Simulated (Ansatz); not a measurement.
**Phases of La at 15 GPa**

Structure types of La are relaxed in primitive cells with their symmetry kept at 15 GPa, on PAW files; LAPW relaxes the small cells further and takes the PAW cell for the others (marked *). The enthalpy is E + pV at zero temperature, without zero-point motion. Only the types listed were tried, and differences under about 5 meV/atom are mesh noise. Not among the end structures: fcc, which may lie lower.

Level of theory: DFT with PBE, scalar-relativistic, in Ansatz 0.2.0; Fermi–Dirac smearing of 0.1 eV, no spin polarisation. LAPW: all electrons, basis error target 0.5 meV/atom; PAW: frozen-core files, cutoff 420 eV.

k meshes: bcc 15×15×15, hcp 13×13×7, omega 7×7×10, dhcp 11×11×3, sc 13×13×13.

Spin–orbit coupling is left out, which matters for the heavy atoms.

**Question.** Order the types by LAPW enthalpy, lowest first.
A. omega
B. bcc
C. hcp
D. dhcp
E. sc

**Answer.** D (0 meV/atom), C (32 meV/atom), A (48 meV/atom), B (172 meV/atom), E (501 meV/atom).

```tsv
start type	ends as	a, b, c (Å)	V (Å³/atom)	H − H(lowest), LAPW (meV/atom)	same, PAW
bcc	bcc, Im-3m	3.747, 3.747, 3.747	26.30	172.4	172.8
hcp	hcp, P6_3/mmc	3.296, 3.296, 5.489	25.82	32.4	32.4
omega	omega, P6/mmm	5.334, 5.334, 3.188	26.19	48.2	48.2
dhcp*	dhcp, P6_3/mmc	3.338, 3.338, 10.738	25.90	0.0	0.0
sc	sc, Pm-3m	2.973, 2.973, 2.973	26.28	500.6	500.3
```

**Question.** Split the lead of dhcp over hcp into energy and pV.

**Answer.** For hcp less dhcp: ΔE = +40.2 meV/atom, and p·ΔV = 15 GPa × -0.0836 Å³ × 6.242 meV/(GPa·Å³) = -7.8 meV/atom, together 32.4 meV/atom. dhcp wins by its internal energy, though it is the less dense.
